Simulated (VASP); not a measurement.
Input of a VASP 6.6.1 run:

File INCAR:

```
ALGO = Normal
EDIFF = 1E-7
EDIFFG = -0.005
ENCUT = 600
GGA = PE
IBRION = 2
ISIF = 3
ISMEAR = 0
IVDW = 12
LASPH = True
LATTICE_CONSTRAINTS = .TRUE. .TRUE. .FALSE.
LCHARG = False
LREAL = False
LWAVE = False
NELM = 80
NSW = 90
PREC = Accurate
SIGMA = 0.03
```

KPOINTS

```
k-points
0
Gamma
  9 9 1
```

Contents of POSCAR:

```
Si                                      
1.0
    3.8463285212     -0.0000000001      0.0000000000
   -1.9231642658      3.3310182137      0.0000000000
    0.0000000000      0.0000000000     18.4440000000
  Si            
     2
Direct
     0.3333333300000021    0.6666666699999979    0.5128443451766044
     0.6666666699999979    0.3333333300000021    0.4871556548233955
```

Potentials or basis: VASP PAW PBE potentials, release 64 (Si).

Command:

```sh
$ cat potpaw_PBE.64/Si/POTCAR > POTCAR
$ mpirun -np 1 vasp_std > vasp.out
```

**Question.** Predict the dispersion energy per atom.

**Answer.** -0.191 eV.

**Question.** What does it give for the relaxed volume?

**Answer.** 118.23 Å³/atom.

Final structure:
```yaml
crystal:
  lattice:
    - [3.84764, 0.00000, 0.00000]
    - [-1.92382, 3.33215, 0.00000]
    - [0.00000, 0.00000, 18.44400]
  atoms:
    - { symbol: Si, position: [0.33333, 0.66667, 0.51274] }
    - { symbol: Si, position: [0.66667, 0.33333, 0.48726] }
```
